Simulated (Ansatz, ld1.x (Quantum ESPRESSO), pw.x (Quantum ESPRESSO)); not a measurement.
## Pd (Z = 46): one change to the TM potential, in the atom and in the bcc crystal

* Element: Pd (Z = 46)
* Generator: ld1.x (Quantum ESPRESSO) 7.5
* Type: norm-conserving Troullier–Martins (Kleinman–Bylander form)
* Functional: PBE
* Relativity: scalar-relativistic
* Frozen core: [Kr]
* Valence charge: 10
* Reference configuration: 4d10 5s0 5p0
* Partial waves: 5s (bound, empty): rc 2.95 bohr; 5p (bound, empty): rc 3.05 bohr; 4d (bound): rc 1.45 bohr
* Local potential: all-electron potential smoothed inside 2.00 bohr (lloc = -2)
* Core correction: a·sin(br)/r model core inside 0.90 bohr

Change: local potential the s channel.

Cutoffs, loose and tight: the cutoffs (Ry, on a coarse ladder) from which the occupation-weighted sum of valence levels, in a spherical-Bessel basis at the reference potential, stays within 10 and 1 mRy of its value at 400 Ry. They do not see the model core or the augmentation charge, which bear on the density cutoff. Test errors are all-electron minus pseudo excitation energies from the reference, over the configurations 4d9 5s0 5p0; 4d8 5s0 5p0; 4d7 5s0 5p0; 4d8 5s1 5p0; 4d9.5 5s0 5p0; 4d9 5s1 5p0; 4d6 5s0 5p0; variants that change the core or the reference have their own tests.

Crystal test: bcc Pd in pw.x 7.5, no spin, 15³ k-points, Fermi–Dirac smearing 0.01 Ry, cutoffs set for each file from its atomic test. The reference is all-electron LAPW (Ansatz 0.2.0) with the same functional, mesh and smearing; V0 and B0 come from Birch–Murnaghan fits to the pressures at five volumes. Errors are pseudo minus all-electron; Δ is the rms difference of the E(V) curves that follow from these fits, minima aligned, over ±6 % about the mean V0. Mesh and smearing are coarse, so the numbers serve the comparison and aren't converged zero-temperature values; the lattice is a test structure that the element need not adopt.

All-electron: a0 = 3.140 Å (V0 = 15.49 Å³/atom), B0 = 161.1 GPa.

Question: Does the change bring the crystal closer to the all-electron result?

Answer: The mean pressure error goes from +1.97 to +5.24 GPa, so the change moves the solid further from the all-electron pressures.

```csv
quantity,base,changed
outcome (atom),generated,generated
"cutoff, loose (atom)",70 Ry,70 Ry
"cutoff, tight (atom)",90 Ry,90 Ry
bound ghosts (atom),none,none
largest test error (meV) (atom),-748 over the solved tests; 1 of 7 tests not solved or not reliable,-2986 over the solved tests; 1 of 7 tests not solved or not reliable
cutoffs in pw.x (Ry),110/440,110/440
a0 (Å),3.153,3.174
a0 error (%),+0.41,+1.06
B0 error (%),-4.4,-6.7
Δ (meV/atom),6.6,17.0
mean pressure error (GPa),+1.97,+5.24
```

Base: The largest radius (3.05 bohr) exceeds half the bond length (2.57 bohr), so the spheres overlap, which is one possible source of error among others. Atomic configuration tests: 1 of 7 tests not solved or not reliable. The logarithmic derivative shows an extra or strongly shifted pseudo pole above the reference energy (s near 1.72 Ry). Changed file: The largest radius (3.05 bohr) exceeds half the bond length (2.57 bohr), so the spheres overlap, which is one possible source of error among others. This is a poor potential for the solid. Atomic configuration tests: 1 of 7 tests not solved or not reliable. The atomic cutoffs weigh occupied waves only.
